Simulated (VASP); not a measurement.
# PbSe (Fm-3m) in VASP: a series of runs

PbSe is run at these levels: PBEsol+D4, PBEsol; tasks: single point.

Everything below comes from runs of VASP 6.6.1. Logs are shortened: lines on timing, memory, paths and dates and some standing lists are left out, and cuts for length are marked.

**Measured values to compare with.**

From a printed reference work, monograph, for a bulk crystal of PbSe at 300 K: band gap 0.28 eV (direct).

The results are compared with them further down.

**1. The cell of the first run**

The structure is cubic, space group Fm-3m (No. 225). The conventional cell has a = 6.056 Å, b = 6.056 Å, c = 6.056 Å, α = 90.00°, β = 90.00°, γ = 90.00°. Pb (site symmetry m-3m) has 6 Se at 3.03 Å within 4.0 Å. Within 4.0 Å of Se (site symmetry m-3m) lie 6 Pb at 3.03 Å.

**2. Single point, PBEsol+D4**

The input, INCAR:

```
SYSTEM = PbSe
PREC = Accurate
ENCUT = 520
EDIFF = 1E-6
ISMEAR = -1
SIGMA = 0.05
LREAL = .False.
LASPH = .True.
NELM = 80
ALGO = Normal
ISIF = 2
LWAVE = .False.
LCHARG = .False.
GGA = PS
IVDW = 13
NBANDS = 17
```

The input, KPOINTS:

```
regular mesh
0
Gamma
  8 8 8
  0 0 0
```

The input, POSCAR:

```
PbSe
1.0
    0.0000000000      3.0277523697      3.0277523697
    3.0277523697      0.0000000000      3.0277523697
    3.0277523697      3.0277523697      0.0000000000
Pb Se
1 1
Direct
    0.0000000000      0.0000000000      0.0000000000
    0.5000000000      0.5000000000      0.5000000000
```

Potentials or basis: VASP PAW PBE potentials, release 64 (Pb_d, Se).

Run with:

```
cat potpaw_PBE.64/Pb_d/POTCAR potpaw_PBE.64/Se/POTCAR > POTCAR
mpirun -np 1 vasp_std > vasp.out
```

OUTCAR:

```text
SYSTEM = PbSe
   PREC = Accurate
   ENCUT = 520
   EDIFF = 1E-6
   ISMEAR = -1
   LREAL = .False.
   LASPH = .True.
   NELM = 80
   ISIF = 2
   GGA = PS
   IVDW = 13

 ion  position               nearest neighbor table
   1  0.000  0.000  0.000-   2 3.03   2 3.03   2 3.03   2 3.03   2 3.03   2 3.03
   2  0.500  0.500  0.500-   1 3.03   1 3.03   1 3.03   1 3.03   1 3.03   1 3.03

  LATTYP: Found a face centered cubic cell.
 ALAT       =     6.0555047394

  Lattice vectors:

 A1 = (   0.0000000000,   3.0277523697,   3.0277523697)
 A2 = (   3.0277523697,   0.0000000000,   3.0277523697)
 A3 = (   3.0277523697,   3.0277523697,   0.0000000000)

Analysis of symmetry for initial positions (statically):
=====================================================================
 Subroutine PRICEL returns:
 Original cell was already a primitive cell.

 Routine SETGRP: Setting up the symmetry group for a
 face centered cubic supercell.

 Subroutine GETGRP returns: Found 48 space group operations
 (whereof 48 operations were pure point group operations)
 out of a pool of 48 trial point group operations.

The static configuration has the point symmetry O_h .

Analysis of symmetry for dynamics (positions and initial velocities):
=====================================================================
 Subroutine PRICEL returns:
 Original cell was already a primitive cell.

 Routine SETGRP: Setting up the symmetry group for a
 face centered cubic supercell.

 Subroutine GETGRP returns: Found 48 space group operations
 (whereof 48 operations were pure point group operations)
 out of a pool of 48 trial point group operations.

The dynamic configuration has the point symmetry O_h .

 Subroutine INISYM returns: Found 48 space group operations
 (whereof 48 operations are pure point group operations),
 and found     1 'primitive' translations

----------------------------------------------------------------------------------------

                                     Primitive cell

  volume of cell :      55.5125

  direct lattice vectors                    reciprocal lattice vectors
     0.000000000  3.027752370  3.027752370    -0.165139000  0.165139000  0.165139000
     3.027752370  0.000000000  3.027752370     0.165139000 -0.165139000  0.165139000
     3.027752370  3.027752370  0.000000000     0.165139000  0.165139000 -0.165139000

  length of vectors
     4.281888465  4.281888465  4.281888465     0.286029139  0.286029139  0.286029139

  position of ions in fractional coordinates (direct lattice)
     0.000000000  0.000000000  0.000000000
     0.500000000  0.500000000  0.500000000

  ion indices of the primitive-cell ions
   primitive index   ion index
                 1           1
                 2           2

----------------------------------------------------------------------------------------

 KPOINTS: regular mesh

Automatic generation of k-mesh.
 Grid dimensions read from file:
 generate k-points for:    8    8    8

 Generating k-lattice:

  Cartesian coordinates                     Fractional coordinates (reciprocal lattice)
    -0.020642375  0.020642375  0.020642375     0.125000000  0.000000000  0.000000000
     0.020642375 -0.020642375  0.020642375     0.000000000  0.125000000  0.000000000
     0.020642375  0.020642375 -0.020642375     0.000000000  0.000000000  0.125000000

  Length of vectors
     0.035753642  0.035753642  0.035753642

  Shift w.r.t. Gamma in fractional coordinates (k-lattice)
     0.000000000  0.000000000  0.000000000

 Subroutine IBZKPT returns following result:
 ===========================================

 Found     29 irreducible k-points:

 Following reciprocal coordinates:
            Coordinates               Weight
  0.000000  0.000000  0.000000      1.000000
  0.125000  0.000000  0.000000      8.000000
  0.250000  0.000000  0.000000      8.000000
  0.375000  0.000000  0.000000      8.000000
  0.500000  0.000000  0.000000      4.000000
  0.125000  0.125000  0.000000      6.000000
[... 16 lines left out ...]
  0.500000  0.250000  0.125000     48.000000
 -0.375000  0.250000  0.125000     24.000000
 [... further k-points ...]
   k-points           NKPTS =     29   k-points in BZ     NKDIM =     29   number of bands    NBANDS=     17
   number of dos      NEDOS =    301   number of ions     NIONS =      2
   total plane-waves  NPLWV =  32768
   dimension x,y,z NGX =    32 NGY =   32 NGZ =   32
   dimension x,y,z NGXF=    64 NGYF=   64 NGZF=   64
   ions per type =               1   1
   NGX,Y,Z   is equivalent  to a cutoff of  12.42, 12.42, 12.42 a.u.
   NGXF,Y,Z  is equivalent  to a cutoff of  24.85, 24.85, 24.85 a.u.
 SYSTEM =  PbSe
   PREC   = accura    normal or accurate (medium, high low for compatibility)
   ISTART =      0    job   : 0-new  1-cont  2-samecut
   ICHARG =      2    charge: 1-file 2-atom 10-const
   ISPIN  =      1    spin polarized calculation?
   LNONCOLLINEAR =      F non collinear calculations
   LSORBIT =      F    spin-orbit coupling
   LASPH  =      T    aspherical Exc in radial PAW
   ENCUT  =  520.0 eV  38.22 Ry    6.18 a.u.   7.96  7.96  7.96*2*pi/ulx,y,z
   NELM   =     80;   NELMIN=  2; NELMDL= -5     # of ELM steps
   EDIFF  = 0.1E-05   stopping-criterion for ELM
   LREAL  =      F    real-space projection
   EDIFFG = 0.1E-04   stopping-criterion for IOM
   NSW    =      0    number of steps for IOM
   IBRION =     -1    ionic relax: 0-MD 1-quasi-New 2-CG
   NFREE  =      0    steps in history (QN), initial steepest desc. (CG)
   ISIF   =      2    stress and relaxation
   ISYM   =      2    0-nonsym 1-usesym 2-fastsym
   POTIM  = 0.5000    time-step for ionic-motion
   TEBEG  =    0.0;   TEEND  =   0.0 temperature during run
   PSTRESS=    0.0 pullay stress
   NELECT =      20.0000    total number of electrons
   NUPDOWN=      -1.0000    fix difference up-down
   EMIN   =  10.00;   EMAX   =-10.00  energy-range for DOS
   EFERMI =   0.00;   METHOD = LEGACY
   ISMEAR =    -1;   SIGMA  =   0.05  broadening in eV -4-tet -1-fermi 0-gaus
   EFERMI_NEDOS =   21; number of points for ismear=-14 and -15
   IALGO  =     38    algorithm
   IMIX   =      4    mixing-type and parameters
     AMIX     =   0.40;   BMIX     =  1.00
     AMIX_MAG =   1.60;   BMIX_MAG =  1.00
  volume/ion in A,a.u.               =      27.76       187.31
  Fermi-wavevector in a.u.,A,eV,Ry     =   1.164898  2.201338 18.462926  1.356987
  Thomas-Fermi vector in A             =   2.301430
   LORBIT       =      0    0 simple, 1 ext, 2 COOP (PROOUT), +10 PAW based schemes
   GGA     = PS    functional components
   LHFCALC =     F    Hartree Fock is set to
   AEXX    =    0.0000 exact exchange contribution
   IVDW    =    13    specifies the selected vdW correction
   LEPSILON=     F    determine dielectric tensor
   LRPA    =     F    only Hartree local field effects (RPA)
 non-spin polarized calculation
  energy-cutoff  :      520.00
  volume of cell :       55.51
 maximum number of plane-waves:      1524
   NGX = 15   NGY = 15   NGZ = 15

 number of electron      20.0000006 magnetization

 Free energy of the ion-electron system (eV)
  ---------------------------------------------------
  ext. energy  EPLUGINS =         0.00000000
  ---------------------------------------------------
  free energy    TOTEN  =        -8.91251425 eV

  energy without entropy =       -8.91157242  energy(sigma->0) =       -8.91204333

 E-fermi :   5.3921     XC(G=0):  -9.8695

 val. band max:        5.3472503047   @ k =   0.5000   0.0000   0.0000
 cond. band min:       5.4369498797   @ k =   0.5000   0.0000   0.0000
 fundamental gap:      0.0896995750
 Fermi energy:         5.3921179168

 k-point     1 :       0.0000    0.0000    0.0000
  band No.  band energies     occupation
      1     -11.4862      2.00000
      2     -11.4862      2.00000
      3     -11.4860      2.00000
      4     -11.4860      2.00000
      5     -11.4860      2.00000
      6      -8.5724      2.00000
[... 9 lines left out ...]
     16      11.6950      0.00000
     17      13.2163      0.00000

 k-point     2 :       0.1250    0.0000    0.0000
  band No.  band energies     occupation
      1     -11.4904      2.00000
      2     -11.4904      2.00000
      3     -11.4854      2.00000
      4     -11.4804      2.00000
      5     -11.4804      2.00000
      6      -8.4461      2.00000
[... 9 lines left out ...]
     16      12.0529      0.00000
     17      14.4773      0.00000

 k-point     3 :       0.2500    0.0000    0.0000
  band No.  band energies     occupation
      1     -11.5007      2.00000
      2     -11.5007      2.00000
      3     -11.4844      2.00000
      4     -11.4669      2.00000
      5     -11.4669      2.00000
      6      -8.0974      2.00000
[... 9 lines left out ...]
     16      12.9381      0.00000
     17      16.5287      0.00000

 k-point     4 :       0.3750    0.0000    0.0000
  band No.  band energies     occupation
      1     -11.5110      2.00000
      2     -11.5110      2.00000
      3     -11.4837      2.00000
      4     -11.4532      2.00000
      5     -11.4532      2.00000
      6      -7.6511      2.00000
[... 9 lines left out ...]
     16      14.2613      0.00000
     17      16.8302      0.00000
[... 343 lines left out ...]
      1     -11.5351      2.00000
      2     -11.4896      2.00000
      3     -11.4891      2.00000
      4     -11.4613      2.00000
      5     -11.4570      2.00000
      6      -7.7922      2.00000
[... 9 lines left out ...]
     16      14.8183      0.00000
     17      15.3405      0.00000

 k-point    23 :       0.5000    0.2500    0.1250
  band No.  band energies     occupation
      1     -11.5506      2.00000
      2     -11.4969      2.00000
      3     -11.4816      2.00000
      4     -11.4583      2.00000
      5     -11.4491      2.00000
      6      -7.3932      2.00000
[... 9 lines left out ...]
     16      15.2308      0.00000
     17      16.3853      0.00000

 k-point    24 :      -0.3750    0.2500    0.1250
  band No.  band energies     occupation
      1     -11.5562      2.00000
      2     -11.5007      2.00000
      3     -11.4743      2.00000
      4     -11.4623      2.00000
      5     -11.4446      2.00000
      6      -7.1946      2.00000
[... 9 lines left out ...]
     16      16.1351      0.00000
     17      16.2032      0.00000

 [... further k-points ...]

------------------------ aborting loop because EDIFF is reached ----------------------------------------

  DFT-D4 for vdW energy calculation

  Edisp (eV):   -0.47599

  FORCE on cell =-STRESS in cart. coord.  units (eV):
  Direction    XX          YY          ZZ          XY          YZ          ZX
  --------------------------------------------------------------------------------------
  -------------------------------------------------------------------------------------
  Total      -0.01795    -0.01795    -0.01795     0.00000     0.00000    -0.00000
  in kB      -0.51796    -0.51796    -0.51796     0.00000     0.00000    -0.00000
  external pressure =       -0.52 kB  Pullay stress =        0.00 kB

 VOLUME and BASIS-vectors are now :
 -----------------------------------------------------------------------------
  energy-cutoff  :      520.00
  volume of cell :       55.51
      direct lattice vectors                 reciprocal lattice vectors
     0.000000000  3.027752370  3.027752370    -0.165139000  0.165139000  0.165139000
     3.027752370  0.000000000  3.027752370     0.165139000 -0.165139000  0.165139000
     3.027752370  3.027752370  0.000000000     0.165139000  0.165139000 -0.165139000

 POSITION                                       TOTAL-FORCE (eV/Angst)
 -----------------------------------------------------------------------------------
      0.00000      0.00000      0.00000        -0.000000      0.000000      0.000000
      3.02775      3.02775      3.02775         0.000000     -0.000000     -0.000000
 -----------------------------------------------------------------------------------
    total drift:                                0.000000     -0.000000     -0.000000

  FREE ENERGIE OF THE ION-ELECTRON SYSTEM (eV)
  ---------------------------------------------------
  free  energy   TOTEN  =        -9.3885031868 eV

  energy  without entropy=       -9.3875613576  energy(sigma->0) =       -9.38803227
```

Wall time 30 s (1 thread of Intel Xeon Platinum 8488C (Sapphire Rapids), shared host); peak memory 0.18 GiB.

What came out:

```
Free energy                : -9.3885 eV
Pressure                   : -0.1 GPa
Band gap on the k mesh     : 0.09 eV
Dispersion energy per atom : -0.238 eV
```

Levels at points of the mesh, in eV from the valence-band top:
```tsv
k point	band 7	band 8	band 9	band 10	band 11	band 12	band 13	band 14
(0.00, 0.00, 0.00)	-6.31	-2.05	-2.05	-2.05	4.72	4.72	4.72	6.35
(0.50, 0.00, 0.00)	-9.06	-1.61	-1.61	0.00	0.09	1.55	1.55	8.42
(0.50, 0.50, 0.00)	-7.50	-5.33	-3.48	-3.48	3.41	5.68	5.68	6.12
```

Caveat: the PAW data sets were made with another functional, which shifts forces and pressure a little; spin-orbit coupling is left out, which moves the levels of the heavy elements.

**3. Single point, PBEsol**

This run uses another cell than the first one, of 28.40 Å³/atom.

The input, INCAR:

```
SYSTEM = PbSe
PREC = Accurate
ENCUT = 520
EDIFF = 1E-7
ISMEAR = -1
SIGMA = 0.05
LREAL = .FALSE.
LASPH = .TRUE.
NELM = 100
ALGO = Normal
ISIF = 2
LWAVE = .FALSE.
LCHARG = .FALSE.
GGA = PS
NBANDS = 17
```

The input, KPOINTS:

```
Automatic mesh
0
G
  8 8 8
  0 0 0
```

The input, POSCAR:

```
PbSe
1.0
    0.0000000000      3.0508352534      3.0508352534
    3.0508352534      0.0000000000      3.0508352534
    3.0508352534      3.0508352534      0.0000000000
Pb Se
1 1
Direct
    0.0000000000      0.0000000000      0.0000000000
    0.5000000000      0.5000000000      0.5000000000
```

Potentials or basis: VASP PAW PBE potentials, release 64 (Pb_d, Se).

Run with:

```
cat potpaw_PBE.64/Pb_d/POTCAR potpaw_PBE.64/Se/POTCAR > POTCAR
mpirun -np 1 vasp_std > vasp.out
```

Wall time 30 s (1 thread of Intel Xeon Platinum 8488C (Sapphire Rapids), shared host); peak memory 0.18 GiB.

It converged, with:

```
Free energy            : -8.9179 eV
Pressure               : 0.0 GPa
Band gap on the k mesh : 0.17 eV
```

Levels at points of the mesh, in eV from the valence-band top:
| k point | band 6 | band 7 | band 8 | band 9 | band 10 | band 11 | band 12 | band 13 | band 14 | band 15 |
| --- | --- | --- | --- | --- | --- | --- | --- | --- | --- | --- |
| (0.00, 0.00, 0.00) | -13.70 | -6.32 | -1.92 | -1.92 | -1.92 | 4.69 | 4.69 | 4.69 | 6.42 | 6.42 |
| (0.50, 0.00, 0.00) | -12.60 | -8.90 | -1.50 | -1.50 | 0.00 | 0.17 | 1.62 | 1.62 | 8.42 | 10.11 |
| (0.50, 0.50, 0.00) | -12.21 | -7.43 | -5.11 | -3.32 | -3.32 | 3.53 | 5.61 | 5.61 | 6.04 | 11.31 |

Caveat: the PAW data sets were made with another functional, which shifts forces and pressure a little; spin-orbit coupling is left out, which moves the levels of the heavy elements.

**4. Comparison with measurements**

Step 2. Against the measured gap of PbSe, 0.28 eV (direct; 300 K; a printed reference work, monograph), the calculated 0.09 eV is off by -0.19 eV. 2 values of this kind are on record (0.15 to 0.28 eV); this one was drawn at random. Spin-orbit coupling on Pb, Se is left out. The value is that of PBEsol+D4 on a finite k mesh, which can miss the band edges, without temperature or zero-point motion. Semilocal functionals fall short of measured gaps as a rule.

Step 3. Measured gap of PbSe: 0.28 eV (direct; 300 K; a printed reference work, monograph). This calculation gives 0.17 eV (-0.11 eV). 2 values of this kind are on record (0.15 to 0.28 eV); this one was drawn at random. Spin-orbit coupling on Pb, Se is left out. The value is that of PBEsol on a finite k mesh, which can miss the band edges, without temperature or zero-point motion. Semilocal functionals fall short of measured gaps as a rule.
